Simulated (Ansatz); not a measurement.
# In: LAPW beside PAW

Aim: solve In at one geometry with full-potential LAPW, PAW with frozen cores and datasets made for this crystal, and see where they agree. The cell is first relaxed from a guess with PAW; it needn't be the stable phase of this composition.

This is In in the fcc structure; at room conditions it is tetragonal.

Method: DFT PBE, scalar-relativistic, in Ansatz 0.2.0.

## (1) The structure to begin with

It takes space group Fm-3m (No. 225, cubic). The conventional cell has a = 4.279 Å, b = 4.279 Å, c = 4.279 Å, α = 90.00°, β = 90.00°, γ = 90.00°. Around In (site symmetry m-3m) lie 12 In at 3.03 Å.

Coordinates:

```cif
data_structure
_symmetry_space_group_name_H-M 'P 1'
_symmetry_Int_Tables_number 1
_cell_length_a 3.0256
_cell_length_b 3.0256
_cell_length_c 3.0256
_cell_angle_alpha 60.000
_cell_angle_beta 60.000
_cell_angle_gamma 60.000
_cell_volume 19.58
loop_
_atom_site_label
_atom_site_type_symbol
_atom_site_fract_x
_atom_site_fract_y
_atom_site_fract_z
_atom_site_occupancy
In1 In 0.00000 0.00000 0.00000 1
```

## (2) Cell and atoms relaxed first

File input.yaml:

```yaml
crystal:
  lattice:
    - [0.0, 2.1394200102, 2.1394200102]
    - [2.1394200102, 0.0, 2.1394200102]
    - [2.1394200102, 2.1394200102, 0.0]
  atoms:
    - { symbol: In, position: [0.0, 0.0, 0.0] }
kpoints:
  mp_grid: { grid: [15, 15, 15] }
scf:
  occupations: { method: fermi_dirac, width: 0.05 }
hamiltonian:
  xc: pbe
  pseudopotentials: { kind: paw }
output:
  forces: true
  stress: true
relax:
  f_tol: 0.005
  max_steps: 80
  cell: {}
```

Command:

```console
> ansatz run input.yaml --threads 1 --pin off --max-ram 2048MiB --backend cpu --events-out ev --progress --plain --runs-dir out
```

What it wrote:

```text
Engine: ansatz 0.2.0
Pseudopotentials: kind: paw
Pseudopotential: In, paw, valence charge 13, recommended cutoff 420 eV (normal)
Functional definition: PBE
  parameter kappa = 0.804
  parameter beta = 0.06672455060314922
  exchange = pbe_x(kappa = kappa, mu = beta*pi^2/3)
  correlation = pbe_c(beta = beta)
Crystal: 1 atoms, lattice volume = 19.585 Å³
Basis set: ecut = 420 eV, 387 PW (Γ), exchange–correlation on 48×48×48 points (8 copies of the dense FFT grid, shifted against one another)
Bands: 11, of which v1, the nominal top of the filled ones, is band 7 counted from 1 (6 counted from 0)
Symmetry: 48 space group operations
Space group: Fm-3m (ITA 225), of the structure as read, at distance tolerance 2.7e-5 Å
k-points: 120 of 3375
Non-local potential: In, projectors of the file, l = 0: 2, l = 1: 2, l = 2: 2, l = 3: 2
PAW form: soft (Blöchl's): semilocal exchange-correlation on the pseudo side does not see the compensation charge
PAW one-centre angular grid: In, 590 points (default); XC on 64 Gauss nodes
Initial density: superposition of atomic densities (neutral atoms: chi_scale 0, normalization atom), corrected by the library's trained network
Initial wavefunctions: pseudopotential atomic-orbital guess
Functional: x = pbe(κ = 0.804, μ = 0.2195149727645171), c = pbe(β = 0.06672455060314922)
SCF iter   1: F=—  HF=-5597.349862 eV  |F-HF|=—  |Δ(HF+E_count)|=         —  Δρ=9.41e-4  dr2=1.01e-4  ethr=1.77e-3  ⟨swp⟩=5.2  Hψ=7964  notcnv=0
preconditioner: auto → none  [insulator: Δε(μ)=0.172 eV  Ē_g=21.699 eV  σ=0.050 eV  W_gap=0.69  n_scr=8 (ndim 8)  ℏωp=30.3 eV  f_vac=0.000  D(μ)=0.18/eV (n_scr^D=0)  ε∞_Penn≈2.9]
SCF iter   2: F=—  HF=-5597.349582 eV  |F-HF|=—  |Δ(HF+E_count)|=   2.81e-4  Δρ=9.09e-4  dr2=6.02e-5  ethr=7.75e-7  ⟨swp⟩=2.0  Hψ=3000  notcnv=0
SCF iter   3: F=—  HF=-5597.349597 eV  |F-HF|=—  |Δ(HF+E_count)|=   1.49e-5  Δρ=2.57e-4  dr2=4.73e-6  ethr=4.63e-7  ⟨swp⟩=2.0  Hψ=2017  notcnv=0
SCF iter   4: F=—  HF=-5597.349601 eV  |F-HF|=—  |Δ(HF+E_count)|=   4.03e-6  Δρ=4.29e-5  dr2=2.12e-7  ethr=3.63e-8  ⟨swp⟩=2.0  Hψ=1435  notcnv=0
iter 5 did not close the SCF: its close was put off for the readings that it lacked (scf_convergence_deferred on its scf_iter line)
SCF iter   5: F=-5597.349600 eV  HF=-5597.349600 eV  |F-HF|=7.16e-9  |Δ(HF+E_count)|=   1.01e-7  Δρ=8.66e-6  dr2=6.52e-9  ethr=1.63e-9  ⟨swp⟩=2.2  Hψ=1918  notcnv=0
SCF iter   6: F=-5597.349600 eV  HF=-5597.349600 eV  |F-HF|=4.55e-11  |Δ(HF+E_count)|=   3.38e-9  Δρ=5.13e-7  dr2=4.39e-11  ethr=5.01e-11  ⟨swp⟩=2.4  Hψ=3969  notcnv=0
SCF 1 converged in 6 iterations: F = -5597.349600 eV  dr2 = 4.39e-11
relax step   1: F+E_penalty+E_count = -5597.34960043 eV  Δ(F+E_penalty+E_count) = +0.000e0 eV  max|allowed force component| = 0.000e0 eV/Å  Δτ_max = 0.0000 Å  P = +28.741 GPa  Ω = 19.585 Å³  (6 SCF iters, dr2 threshold 1.00e-7 eV, accepted)
Crystal: 1 atoms, lattice volume = 22.591 Å³
Basis set: ecut = 420 eV, 459 PW (Γ), exchange–correlation on 48×48×48 points (8 copies of the dense FFT grid, shifted against one another)
Initial density: handed on by an earlier stage of this run
Initial wavefunctions: those handed on with the density
iter 1 solved again at ethr=3.43e-5 eV; its pass at ethr=3.10e-3 eV (dr2=4.46e-3 eV) is discarded
SCF iter   1: F=—  HF=-5597.706270 eV  |F-HF|=—  |Δ(HF+E_count)|=         —  Δρ=4.11e-3  dr2=4.57e-3  ethr=3.43e-5  ⟨swp⟩=1.3  Hψ=11782  notcnv=0
preconditioner: auto → none  [insulator: Δε(μ)=0.121 eV  Ē_g=20.737 eV  σ=0.050 eV  W_gap=0.54  n_scr=8 (ndim 8)  ℏωp=28.2 eV  f_vac=0.000  D(μ)=0.33/eV (n_scr^D=0)  ε∞_Penn≈2.8]
SCF iter   2: F=—  HF=-5597.704908 eV  |F-HF|=—  |Δ(HF+E_count)|=   1.36e-3  Δρ=2.06e-3  dr2=4.94e-4  ethr=3.43e-5  ⟨swp⟩=2.1  Hψ=2296  notcnv=0
SCF iter   3: F=—  HF=-5597.704892 eV  |F-HF|=—  |Δ(HF+E_count)|=   1.55e-5  Δρ=6.42e-4  dr2=5.97e-5  ethr=3.80e-6  ⟨swp⟩=1.0  Hψ=1320  notcnv=0
SCF iter   4: F=—  HF=-5597.704899 eV  |F-HF|=—  |Δ(HF+E_count)|=   6.24e-6  Δρ=3.54e-5  dr2=1.83e-7  ethr=4.59e-7  ⟨swp⟩=1.6  Hψ=1489  notcnv=0
SCF iter   5: F=-5597.704899 eV  HF=-5597.704899 eV  |F-HF|=2.31e-9  |Δ(HF+E_count)|=   1.73e-7  Δρ=5.74e-6  dr2=2.32e-9  ethr=7.69e-10  ⟨swp⟩=4.7  Hψ=4223  notcnv=0
SCF 2 converged in 5 iterations: F = -5597.704899 eV  dr2 = 2.32e-9
relax step   2: F+E_penalty+E_count = -5597.70489872 eV  Δ(F+E_penalty+E_count) = -3.553e-1 eV  max|allowed force component| = 0.000e0 eV/Å  Δτ_max = 0.0000 Å  P = +11.362 GPa  Ω = 22.591 Å³  energy of the carried Pulay correction = -1.135e-3 eV  (5 SCF iters, dr2 threshold 1.00e-7 eV, accepted)
Crystal: 1 atoms, lattice volume = 25.102 Å³
Basis set: ecut = 420 eV, 531 PW (Γ), exchange–correlation on 48×48×48 points (8 copies of the dense FFT grid, shifted against one another)
iter 1 solved again at ethr=1.27e-5 eV; its pass at ethr=3.10e-3 eV (dr2=1.65e-3 eV) is discarded
SCF iter   1: F=—  HF=-5597.818541 eV  |F-HF|=—  |Δ(HF+E_count)|=         —  Δρ=2.56e-3  dr2=1.95e-3  ethr=1.27e-5  ⟨swp⟩=2.9  Hψ=11893  notcnv=0
preconditioner: auto → none  [metal: Δε(μ)=0.016 eV  Ē_g=20.032 eV  σ=0.050 eV  W_gap=0.08  n_scr=8 (ndim 8)  ℏωp=26.7 eV  f_vac=0.000  D(μ)=0.59/eV (n_scr^D=0)]
SCF iter   2: F=—  HF=-5597.817985 eV  |F-HF|=—  |Δ(HF+E_count)|=   5.56e-4  Δρ=1.42e-3  dr2=2.65e-4  ethr=1.27e-5  ⟨swp⟩=2.6  Hψ=2216  notcnv=0
SCF iter   3: F=—  HF=-5597.817969 eV  |F-HF|=—  |Δ(HF+E_count)|=   1.57e-5  Δρ=3.52e-4  dr2=2.37e-5  ethr=2.04e-6  ⟨swp⟩=1.0  Hψ=1320  notcnv=0
SCF iter   4: F=—  HF=-5597.817966 eV  |F-HF|=—  |Δ(HF+E_count)|=   2.69e-6  Δρ=2.09e-5  dr2=9.06e-8  ethr=7.69e-10  ⟨swp⟩=4.0  Hψ=5508  notcnv=0
SCF iter   5: F=-5597.817966 eV  HF=-5597.817966 eV  |F-HF|=3.32e-9  |Δ(HF+E_count)|=   3.43e-8  Δρ=4.53e-6  dr2=2.90e-9  ethr=6.97e-10  ⟨swp⟩=2.9  Hψ=4888  notcnv=0
SCF 3 converged in 5 iterations: F = -5597.817966 eV  dr2 = 2.90e-9
relax step   3: F+E_penalty+E_count = -5597.81796635 eV  Δ(F+E_penalty+E_count) = -1.131e-1 eV  max|allowed force component| = 0.000e0 eV/Å  Δτ_max = 0.0000 Å  P = +3.878 GPa  Ω = 25.102 Å³  energy of the carried Pulay correction = -1.967e-3 eV  (5 SCF iters, dr2 threshold 1.00e-7 eV, accepted)
Crystal: 1 atoms, lattice volume = 27.573 Å³
Basis set: ecut = 420 eV, 537 PW (Γ), exchange–correlation on 48×48×48 points (8 copies of the dense FFT grid, shifted against one another)
iter 1 solved again at ethr=9.51e-6 eV; its pass at ethr=3.10e-3 eV (dr2=1.24e-3 eV) is discarded
SCF iter   1: F=—  HF=-5597.840618 eV  |F-HF|=—  |Δ(HF+E_count)|=         —  Δρ=2.21e-3  dr2=1.39e-3  ethr=9.51e-6  ⟨swp⟩=2.6  Hψ=11897  notcnv=0
preconditioner: auto → none  [metal: Δε(μ)=0.022 eV  Ē_g=19.474 eV  σ=0.050 eV  W_gap=0.11  n_scr=8 (ndim 8)  ℏωp=25.5 eV  f_vac=0.000  D(μ)=0.67/eV (n_scr^D=0)]
SCF iter   2: F=—  HF=-5597.840243 eV  |F-HF|=—  |Δ(HF+E_count)|=   3.75e-4  Δρ=1.27e-3  dr2=2.31e-4  ethr=9.51e-6  ⟨swp⟩=2.2  Hψ=2111  notcnv=0
SCF iter   3: F=—  HF=-5597.840213 eV  |F-HF|=—  |Δ(HF+E_count)|=   2.95e-5  Δρ=2.04e-4  dr2=1.39e-5  ethr=1.78e-6  ⟨swp⟩=1.0  Hψ=1320  notcnv=0
SCF iter   4: F=—  HF=-5597.840213 eV  |F-HF|=—  |Δ(HF+E_count)|=   3.48e-7  Δρ=1.92e-5  dr2=9.81e-8  ethr=7.69e-10  ⟨swp⟩=3.9  Hψ=5573  notcnv=0
SCF iter   5: F=-5597.840213 eV  HF=-5597.840213 eV  |F-HF|=5.10e-9  |Δ(HF+E_count)|=   3.12e-8  Δρ=5.32e-6  dr2=4.63e-9  ethr=7.55e-10  ⟨swp⟩=2.8  Hψ=4838  notcnv=0
SCF 4 converged in 5 iterations: F = -5597.840213 eV  dr2 = 4.63e-9
relax step   4: F+E_penalty+E_count = -5597.84021309 eV  Δ(F+E_penalty+E_count) = -2.225e-2 eV  max|allowed force component| = 0.000e0 eV/Å  Δτ_max = 0.0000 Å  P = -0.617 GPa  Ω = 27.573 Å³  energy of the carried Pulay correction = -2.700e-3 eV  (5 SCF iters, dr2 threshold 1.00e-7 eV, accepted)
Crystal: 1 atoms, lattice volume = 27.206 Å³
iter 1 solved again at ethr=1.46e-7 eV; its pass at ethr=3.10e-3 eV (dr2=1.90e-5 eV) is discarded
SCF iter   1: F=—  HF=-5597.841084 eV  |F-HF|=—  |Δ(HF+E_count)|=         —  Δρ=3.16e-4  dr2=2.43e-5  ethr=1.46e-7  ⟨swp⟩=3.7  Hψ=11427  notcnv=0
preconditioner: auto → none  [metal: Δε(μ)=0.047 eV  Ē_g=19.504 eV  σ=0.050 eV  W_gap=0.23  n_scr=8 (ndim 8)  ℏωp=25.7 eV  f_vac=0.000  D(μ)=0.68/eV (n_scr^D=0)]
SCF iter   2: F=—  HF=-5597.841078 eV  |F-HF|=—  |Δ(HF+E_count)|=   6.40e-6  Δρ=1.77e-4  dr2=4.21e-6  ethr=1.46e-7  ⟨swp⟩=2.1  Hψ=2081  notcnv=0
SCF iter   3: F=—  HF=-5597.841077 eV  |F-HF|=—  |Δ(HF+E_count)|=   7.43e-7  Δρ=2.53e-5  dr2=2.31e-7  ethr=3.24e-8  ⟨swp⟩=1.6  Hψ=1680  notcnv=0
SCF iter   4: F=-5597.841077 eV  HF=-5597.841077 eV  |F-HF|=4.90e-10  |Δ(HF+E_count)|=   7.88e-8  Δρ=2.01e-6  dr2=1.22e-9  ethr=7.69e-10  ⟨swp⟩=4.8  Hψ=4044  notcnv=0
SCF 5 converged in 4 iterations: F = -5597.841077 eV  dr2 = 1.22e-9
relax step   5: F+E_penalty+E_count = -5597.84107712 eV  Δ(F+E_penalty+E_count) = -8.640e-4 eV  max|allowed force component| = 0.000e0 eV/Å  Δτ_max = 0.0000 Å  P = -0.041 GPa  Ω = 27.206 Å³  energy of the carried Pulay correction = -2.596e-3 eV  (4 SCF iters, dr2 threshold 1.00e-7 eV, accepted)
Initial wavefunctions: pseudopotential atomic-orbital guess (no wavefunctions were taken with the density)
iter 1 solved again at ethr=2.13e-7 eV; its pass at ethr=3.10e-3 eV (dr2=2.77e-5 eV) is discarded
SCF iter   1: F=—  HF=-5597.845757 eV  |F-HF|=—  |Δ(HF+E_count)|=         —  Δρ=3.11e-4  dr2=7.32e-6  ethr=2.13e-7  ⟨swp⟩=2.4  Hψ=11065  notcnv=0
preconditioner: auto → none  [metal: Δε(μ)=0.047 eV  Ē_g=19.506 eV  σ=0.050 eV  W_gap=0.23  n_scr=8 (ndim 8)  ℏωp=25.7 eV  f_vac=0.000  D(μ)=0.68/eV (n_scr^D=0)]
SCF iter   2: F=—  HF=-5597.845763 eV  |F-HF|=—  |Δ(HF+E_count)|=   6.28e-6  Δρ=1.12e-4  dr2=8.58e-7  ethr=5.63e-8  ⟨swp⟩=2.0  Hψ=1973  notcnv=0
SCF iter   3: F=—  HF=-5597.845766 eV  |F-HF|=—  |Δ(HF+E_count)|=   2.76e-6  Δρ=3.90e-5  dr2=7.93e-8  ethr=6.60e-9  ⟨swp⟩=2.0  Hψ=1498  notcnv=0
SCF iter   4: F=—  HF=-5597.845766 eV  |F-HF|=—  |Δ(HF+E_count)|=   4.95e-7  Δρ=4.98e-6  dr2=3.26e-9  ethr=6.10e-10  ⟨swp⟩=2.0  Hψ=2098  notcnv=0
SCF iter   5: F=-5597.845766 eV  HF=-5597.845766 eV  |F-HF|=0.00e0  |Δ(HF+E_count)|=   3.91e-9  Δρ=8.86e-8  dr2=2.01e-12  ethr=1.00e-12  ⟨swp⟩=4.9  Hψ=5829  notcnv=0
SCF 6 converged in 5 iterations: F = -5597.845766 eV  dr2 = 2.01e-12
relax step   6: F+E_penalty+E_count = -5597.84576641 eV  Δ(F+E_penalty+E_count) = -4.689e-3 eV  max|allowed force component| = 0.000e0 eV/Å  Δτ_max = 0.0000 Å  P = +0.378 GPa  Ω = 27.206 Å³  stress off target by 3.78e-1 GPa  SCF on the basis re-selected at this cell (its energy is not comparable with the rows above)  (5 SCF iters)
basis re-selected at this cell: Δ(F+E_penalty+E_count) = -4.689e-3 eV, ΔP = +0.419 GPa vs the last step (what re-selecting the basis moved, of the pressure what is left beyond the Pulay correction that the steps carried, after the strain that the cell walked since its last selection, with what the two solves' SCF thresholds leave and, on support functions, any second-order correction that the steps lacked; it is no measure of the basis error at this ecutwfc). This SCF's stress stands 3.78e-1 GPa from its target on what of the cell is left free (relax.cell.stress_tol is 5.00e-2 GPa) and its largest allowed force component is 0.00e0 eV/Å (relax.f_tol is 5.00e-3 eV/Å): not within both, so this SCF does not close the relaxation
Crystal: 1 atoms, lattice volume = 27.444 Å³
iter 1 solved again at ethr=4.83e-8 eV; its pass at ethr=3.10e-3 eV (dr2=6.28e-6 eV) is discarded
SCF iter   1: F=—  HF=-5597.846040 eV  |F-HF|=—  |Δ(HF+E_count)|=         —  Δρ=1.72e-4  dr2=1.04e-5  ethr=4.83e-8  ⟨swp⟩=3.0  Hψ=11122  notcnv=0
preconditioner: auto → none  [metal: Δε(μ)=0.027 eV  Ē_g=19.459 eV  σ=0.050 eV  W_gap=0.14  n_scr=8 (ndim 8)  ℏωp=25.6 eV  f_vac=0.000  D(μ)=0.67/eV (n_scr^D=0)]
SCF iter   2: F=—  HF=-5597.846037 eV  |F-HF|=—  |Δ(HF+E_count)|=   2.75e-6  Δρ=1.03e-4  dr2=1.52e-6  ethr=4.83e-8  ⟨swp⟩=2.0  Hψ=2058  notcnv=0
SCF iter   3: F=—  HF=-5597.846037 eV  |F-HF|=—  |Δ(HF+E_count)|=   2.51e-9  Δρ=2.48e-5  dr2=1.31e-7  ethr=1.17e-8  ⟨swp⟩=1.0  Hψ=1320  notcnv=0
SCF iter   4: F=-5597.846037 eV  HF=-5597.846037 eV  |F-HF|=1.74e-10  |Δ(HF+E_count)|=   5.65e-9  Δρ=1.46e-6  dr2=4.08e-10  ethr=7.69e-10  ⟨swp⟩=4.0  Hψ=3538  notcnv=0
SCF 7 converged in 4 iterations: F = -5597.846037 eV  dr2 = 4.08e-10
relax step   7: F+E_penalty+E_count = -5597.84603726 eV  Δ(F+E_penalty+E_count) = -2.708e-4 eV  max|allowed force component| = 0.000e0 eV/Å  Δτ_max = 0.0000 Å  P = +0.071 GPa  Ω = 27.444 Å³  energy of the carried Pulay correction = -6.126e-5 eV  (4 SCF iters, dr2 threshold 1.00e-7 eV, accepted)
Crystal: 1 atoms, lattice volume = 27.497 Å³
iter 1 solved again at ethr=2.44e-9 eV; its pass at ethr=3.10e-3 eV (dr2=3.17e-7 eV) is discarded
SCF iter   1: F=—  HF=-5597.846036 eV  |F-HF|=—  |Δ(HF+E_count)|=         —  Δρ=3.72e-5  dr2=4.82e-7  ethr=2.44e-9  ⟨swp⟩=3.0  Hψ=10982  notcnv=0
preconditioner: auto → none  [metal: Δε(μ)=0.024 eV  Ē_g=19.445 eV  σ=0.050 eV  W_gap=0.12  n_scr=8 (ndim 8)  ℏωp=25.5 eV  f_vac=0.000  D(μ)=0.67/eV (n_scr^D=0)]
SCF iter   2: F=—  HF=-5597.846036 eV  |F-HF|=—  |Δ(HF+E_count)|=   1.16e-8  Δρ=2.24e-5  dr2=7.29e-8  ethr=2.44e-9  ⟨swp⟩=2.1  Hψ=2075  notcnv=0
SCF iter   3: F=-5597.846036 eV  HF=-5597.846036 eV  |F-HF|=8.82e-11  |Δ(HF+E_count)|=   2.59e-9  Δρ=5.33e-6  dr2=6.15e-9  ethr=9.70e-11  ⟨swp⟩=4.0  Hψ=3537  notcnv=0
SCF 8 converged in 3 iterations: F = -5597.846036 eV  dr2 = 6.15e-9
relax step   8: F+E_penalty+E_count = -5597.84603640 eV  Δ(F+E_penalty+E_count) = +8.628e-7 eV  max|allowed force component| = 0.000e0 eV/Å  Δτ_max = 0.0000 Å  P = +0.005 GPa  Ω = 27.497 Å³  energy of the carried Pulay correction = -7.466e-5 eV  (3 SCF iters, dr2 threshold 1.26e-8 eV, accepted)
iter 1 solved again at ethr=5.72e-8 eV; its pass at ethr=3.10e-3 eV (dr2=7.44e-6 eV) is discarded
SCF iter   1: F=—  HF=-5597.846109 eV  |F-HF|=—  |Δ(HF+E_count)|=         —  Δρ=2.21e-5  dr2=3.23e-8  ethr=5.72e-8  ⟨swp⟩=3.6  Hψ=11942  notcnv=0
preconditioner: auto → none  [metal: Δε(μ)=0.024 eV  Ē_g=19.444 eV  σ=0.050 eV  W_gap=0.12  n_scr=8 (ndim 8)  ℏωp=25.5 eV  f_vac=0.000  D(μ)=0.67/eV (n_scr^D=0)]
SCF iter   2: F=—  HF=-5597.846111 eV  |F-HF|=—  |Δ(HF+E_count)|=   2.34e-6  Δρ=9.44e-6  dr2=6.38e-9  ethr=2.48e-10  ⟨swp⟩=2.4  Hψ=2070  notcnv=0
SCF iter   3: F=—  HF=-5597.846111 eV  |F-HF|=—  |Δ(HF+E_count)|=   4.77e-9  Δρ=1.77e-6  dr2=2.50e-10  ethr=4.91e-11  ⟨swp⟩=2.2  Hψ=1640  notcnv=0
SCF iter   4: F=-5597.846111 eV  HF=-5597.846111 eV  |F-HF|=1.73e-11  |Δ(HF+E_count)|=  1.28e-10  Δρ=2.57e-7  dr2=4.48e-12  ethr=1.00e-12  ⟨swp⟩=4.8  Hψ=5652  notcnv=0
SCF 9 converged in 4 iterations: F = -5597.846111 eV  dr2 = 4.48e-12
relax step   9: F+E_penalty+E_count = -5597.84611130 eV  Δ(F+E_penalty+E_count) = -7.491e-5 eV  max|allowed force component| = 0.000e0 eV/Å  Δτ_max = 0.0000 Å  P = +0.005 GPa  Ω = 27.497 Å³  stress off target by 4.77e-3 GPa  SCF on the basis re-selected at this cell (its energy is not comparable with the rows above)  (4 SCF iters)
basis re-selected at this cell: Δ(F+E_penalty+E_count) = -7.491e-5 eV, ΔP = -0.001 GPa vs the last step (what re-selecting the basis moved, of the pressure what is left beyond the Pulay correction that the steps carried, after the strain that the cell walked since its last selection, with what the two solves' SCF thresholds leave and, on support functions, any second-order correction that the steps lacked; it is no measure of the basis error at this ecutwfc). This SCF's stress stands 4.77e-3 GPa from its target on what of the cell is left free (relax.cell.stress_tol is 5.00e-2 GPa) and its largest allowed force component is 0.00e0 eV/Å (relax.f_tol is 5.00e-3 eV/Å): within both
SCF converged after 4 iterations
Free energy (F): -5597.846111 eV
Harris-Foulkes:  -5597.846111 eV  (|F-HF|=1.73e-11)
Internal energy: -5597.840897 eV  (E = F + TS)
E sigma→0 (E₀):  -5597.843504 eV
Entropy (-TS):   -0.005215 eV (-5.215 meV/atom)
Fermi energy:    9.542846 eV
--- Per-component energies (eV) ---
  E_band       = -31.562461
  E_kinetic    = 240.833242
  E_local      = -1105.082949  (includes V_loc(G=0)·N_el)
  E_nonlocal   = 366.033975
  E_hartree    = 432.545248
  E_xc         = -215.809809
  E_vxc        = -99.705276  (∫ρ·V_xc dr)
  E_paw        = -4151.998789  (= ΣΔE_a)
  E_vpaw       = -298.731980  (= ΣTr[D̂ρ^β])
  E_aug_tail   = 0.000025  (compensation charges beyond the density's cutoff)
  E_ewald      = -1164.361841
  E_smearing   = -0.005215  (= −TS)
  E_closure    = 0.000000  (closes the sum)
  Σ components = -5597.846111   (vs F -5597.846111, Δ=0.00e0)
--- Forces (eV/Å), atoms counted from 1 ---
  atom   1  In    -0.00000000     0.00000000    -0.00000000
  max |Σ_I F_I| component: 1.11e-31 eV/Å
--- Stress (GPa, compression-positive) ---
        0.004772       0.000000       0.000000
        0.000000       0.004772       0.000000
        0.000000       0.000000       0.004772
  P = ⅓ Tr σ = 0.0048 GPa (0.048 kbar)
--- Relaxed structure (7 steps of the walk, 7 accepted, 2 SCFs on fresh bases) ---
  F+E_penalty+E_count = -5597.84611130 eV   max|allowed force component| = 0.000e0 eV/Å   (the final SCF, on the basis selected at the relaxed cell)
  cell:  # Å, volume = 27.4967 Å³
    - [2.504693702037961e-33, 2.3956139014071614, 2.3956139014071614]
    - [2.3956139014071614, -3.3040301896984565e-33, 2.3956139014071614]
    - [2.3956139014071614, 2.3956139014071614, -2.8024546180925746e-33]
  atoms:
    - { symbol: In, position: [0.0, 0.0, 0.0] }
```

Run time: 15 s. Hardware: 1 thread of Arm Neoverse V1, shared host.

The steps of the relaxation:

| step | E - E(step 1) (eV/cell) | largest force component (eV/Å) | pressure (GPa) | volume (Å³) |
| --- | --- | --- | --- | --- |
| 1 | 0.0000 | 0.0000 | 28.74 | 19.58 |
| 2 | -0.3553 | 0.0000 | 11.36 | 22.59 |
| 3 | -0.4684 | 0.0000 | 3.88 | 25.10 |
| 4 | -0.4906 | 0.0000 | -0.62 | 27.57 |
| 5 | -0.4915 | 0.0000 | -0.04 | 27.21 |
| 6 | -0.4962 | 0.0000 | 0.38 | 27.21 |
| 7 | -0.4964 | 0.0000 | 0.07 | 27.44 |
| 8 | -0.4964 | 0.0000 | 0.01 | 27.50 |
| 9 | -0.4965 | 0.0000 | 0.00 | 27.50 |

Step 1 is the start. Steps 6, 9 each repeat the geometry before them on a plane-wave basis chosen anew, so the energy can jump there without any move.

Lengths and angles in the start's conventional setting:

|  | before | after | change |
| --- | --- | --- | --- |
| a (Å) | 4.279 | 4.791 | +12.0 % |
| b (Å) | 4.279 | 4.791 | +12.0 % |
| c (Å) | 4.279 | 4.791 | +12.0 % |
| volume (Å³/atom) | 19.58 | 27.50 | +40.4 % |
| shortest distance (Å) | 3.026 | 3.388 | +12.0 % |
| space group (0.01 Å) | Fm-3m | Fm-3m | same |

The run keeps the 48 symmetry operations of the start, so it could not have lowered the symmetry.

[end of part 1 of 2]
